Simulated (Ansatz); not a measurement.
**Strain and the gap of SiC (zincblende)**

SiC (zincblende), relaxed with r2SCAN in Ansatz 0.2.0. The symmetry is F-43m (No. 216, cubic); conventional cell a = 4.356 Å, 10.33 Å³ an atom. Si is surrounded by 4 C at 1.89 Å; C is surrounded by 4 Si at 1.89 Å.

The axes x, y and z are those of this cell:
```
CELL_PARAMETERS angstrom
0.00000 2.17805 2.17805
2.17805 0.00000 2.17805
2.17805 2.17805 0.00000
ATOMIC_POSITIONS crystal
Si 0.00000 0.00000 0.00000
C 0.25000 0.25000 0.25000
```

Unstrained: The PBE gap is indirect, 1.358 eV (Γ to X), below the direct gap of 4.547 eV at X. r2SCAN gives an indirect gap of 1.713 eV, from Γ to X; the least direct gap is 5.048 eV at X. With HSE06 the valence top lies at Γ and the conduction bottom at X, 2.227 eV higher; the smallest vertical gap, at X, is 5.720 eV. Meshes: PBE 10×10×10, r2SCAN 10×10×10, HSE06 8×8×8. Strains are changes of length per length. After each strain the atoms were relaxed again with r2SCAN within the symmetry that the strain leaves, so tilts or polar shifts that break it weren't tested; points keep the names that they have in the unstrained zone. No spin polarisation and no zero-point or thermal motion.

Changes of the least gap in eV (an overlap counts as a negative gap):
```csv
strain,volume change (%),space group,PBE,r2SCAN,HSE06,G0W0@PBE (mesh),"energy rise, r2SCAN (meV/atom)"
uniaxial +1.0 % along [111],+1.0,R3m,-0.023,-0.027,-0.027,-0.03,1.8
uniaxial +5.0 % along z,+5.0,I-4m2,-0.208,-0.231,-0.234,-0.25,32.6
"epitaxial -4.0 % in the plane normal to [111], free normal strain +0.80 %",-7.1,R3m,-0.334,-0.326,-0.315,-0.31,70.2
"epitaxial -0.5 % in the xy plane, free normal strain +0.33 %",-0.7,I-4m2,-0.050,-0.050,-0.050,-0.05,0.8
uniaxial -0.5 % along x,-0.5,I-4m2,-0.057,-0.058,-0.058,-0.06,0.3
```
Unstrained, G0W0@PBE with 86 empty bands, a screening cutoff of 150 eV and a 6×6×6 mesh gives 2.17 eV on its mesh; the band count follows the volume. G0W0 here is at a finite number of bands, screening cutoff and k mesh, not at the basis limit.

Uniaxial +1.0 % along [111], other directions held. HSE06: the gap goes from 2.227 to 2.200 eV (-0.027 eV); with r2SCAN the top three valence levels at Γ, degenerate before, become 2+1 from the top over 94 meV. Stress change with r2SCAN, compression positive: xx -2.21, yy -2.21, zz -2.21, xy -1.71, xz -1.71, yz -1.71 GPa.

Uniaxial +5.0 % along z, other directions held. HSE06: the gap goes from 2.227 to 1.993 eV (-0.234 eV); the X points, equivalent before, split by 443 meV, and the conduction bottom lies at those like (0, 1/2, 1/2); with r2SCAN the top three valence levels at Γ, degenerate before, become 2+1 from the top over 368 meV. Stress change with r2SCAN, compression positive: xx -5.31, yy -5.31, zz -20.03 GPa.

Epitaxial -4.0 % in the plane normal to [111], free normal strain +0.80 %. HSE06: the gap goes from 2.227 to 1.912 eV (-0.315 eV); with r2SCAN the top three valence levels at Γ, degenerate before, become 2+1 from the top over 611 meV. Stress change with r2SCAN, compression positive: xx +19.54, yy +19.54, zz +19.54, xy -9.77, xz -9.77, yz -9.77 GPa.

Epitaxial -0.5 % in the xy plane, free normal strain +0.33 %. HSE06: the gap goes from 2.227 to 2.177 eV (-0.050 eV); the X points, equivalent before, split by 79 meV, and the conduction bottom lies at those like (0, 1/2, 1/2); with r2SCAN the top three valence levels at Γ, degenerate before, become 2+1 from the top over 60 meV. Stress change with r2SCAN, compression positive: xx +2.33, yy +2.33, zz -0.04 GPa.

Uniaxial -0.5 % along x, other directions held. HSE06: the gap goes from 2.227 to 2.169 eV (-0.058 eV); the X points, equivalent before, split by 47 meV, and the conduction bottom lies at those like (0, 1/2, 1/2); with r2SCAN the top three valence levels at Γ, degenerate before, become 1+2 from the top over 35 meV. Stress change with r2SCAN, compression positive: xx +2.08, yy +0.69, zz +0.69 GPa.

The meshes of the hybrids are coarse, so their gaps aren't converged to the digits shown.

The splittings at Γ are without spin-orbit coupling, which regroups them where it is of like size or larger.
